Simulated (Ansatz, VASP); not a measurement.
# One calculation of BaZrO3, two programs

```
Ba O Zr
1.0
     4.07403    0.00000    0.00000
     0.00000    4.07403    0.00000
     0.00000    0.00000    4.32200
Ba O Zr
1 3 1
Direct
  0.00000 0.00000 0.00000
  0.50000 0.50000 0.00000
  0.00000 0.50000 0.50000
  0.50000 0.00000 0.50000
  0.50000 0.50000 0.50000
```

The cell was built by a generator and needn't be a form met in nature.

Alike in both runs: functional PBE; k mesh 6 × 6 × 6; occupations gaussian, width 0.02 eV; no spin polarisation.

Ansatz relaxed the structure, and its values are those at the end. VASP's run is a single point on that final structure, the one shown.

|  | VASP | Ansatz |
| --- | --- | --- |
| version | VASP 6.6.1 | Ansatz 0.2.0 |
| potentials or method | VASP PAW PBE potentials, release 64 (Ba_sv, O, Zr_sv) | scalar-relativistic, plane waves, PAW |
| plane-wave cutoff (eV) | 520 | 420 |
| valence electrons in the cell | 40 | 40 |

|  | VASP | Ansatz | Ansatz less VASP |
| --- | --- | --- | --- |
| gap on the k mesh at the Fermi level (eV) | 3.10 | 3.16 | +0.056 |
| least direct gap on the mesh (eV) | 3.30 | 3.33 | +0.029 |
| pressure (GPa) | 10.8 | 9.6 | -1.19 |

Caveats: spin-orbit coupling is left out, which moves the levels of the heavy elements. A k mesh can miss the band edges. Expect the measured gap to be larger: semilocal functionals such as PBE lack the derivative discontinuity.
